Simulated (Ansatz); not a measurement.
Set up this calculation in Ansatz 0.2.0, as the native input.

- Task: band structure
- Functional: PBE
- Potentials or basis: Ansatz PAW
- Cutoff: 420 eV (not typed: the program's choice for these potentials)
- k mesh: 6 × 6 × 3
- Occupations: fermi-dirac, width 0.05 eV
- Spin: no spin polarisation
- Path: [["G", "X", "M", "G", "Z", "R", "A", "Z"], ["X", "R"], ["M", "A"]]
- Points for each segment of the path: 14

Slab: SnSe, a slab with vacuum.

```xyz
4
Lattice="4.2853 0.0000 0.0000 0.0000 4.2853 0.0000 0.0000 0.0000 10.9907" Properties=species:S:1:pos:R:3 pbc="T T T"
Sn    0.0000    2.1427    6.8996
Sn    2.1427    0.0000    4.0911
Se    0.0000    2.1427    4.2200
Se    2.1427    0.0000    6.7707
```

These files were run (other wordings do the same):

input.yaml

```yaml
crystal:
  lattice:
    - [4.2853274191, 0.0, 0.0]
    - [0.0, 4.2853274191, 0.0]
    - [0.0, 0.0, 10.99069213]
  atoms:
    - { symbol: Sn, position: [0.0, 0.5, 0.62777089] }
    - { symbol: Sn, position: [0.5, 0.0, 0.37222911] }
    - { symbol: Se, position: [0.0, 0.5, 0.38396051] }
    - { symbol: Se, position: [0.5, 0.0, 0.61603949] }
hamiltonian:
  xc: pbe
  pseudopotentials: { kind: paw }
kpoints:
  mp_grid: { grid: [6, 6, 3] }
  band_path:
    path:
      - [[0.0, 0.0, 0.0], [0.0, 0.5, 0.0], [0.5, 0.5, 0.0], [0.0, 0.0, 0.0], [0.0, 0.0, 0.5], [0.0, 0.5, 0.5], [0.5, 0.5, 0.5], [0.0, 0.0, 0.5]]
      - [[0.0, 0.5, 0.0], [0.0, 0.5, 0.5]]
      - [[0.5, 0.5, 0.0], [0.5, 0.5, 0.5]]
    npoints: 14
scf:
  occupations: { method: fermi_dirac, width: 0.05 }
  n_extra_bands: 10
output:
  forces: true
  stress: true
  eigenvalues: true
  fatbands: false
  write_density: true
  write_potential: true
  elf: true
  volumetric_format: npy
```

Potentials or basis: Ansatz PAW.

The run is started by

```console
$ ansatz run input.yaml --threads 2 --pin off --max-ram 5632MiB --backend cpu --events-out ev --progress --plain --runs-dir out
```

Results of the run:

* Largest force: 0.250 eV/Å
* Band gap along the path: 0.94 eV, direct

Caveat: spin-orbit coupling is left out, which moves the levels of the heavy elements.

It took 77 s on 2 threads of Intel(R) Xeon(R) Processor @ 2.50GHz (Skylake/Cascade Lake), on a shared host, peak memory 0.8 GiB.
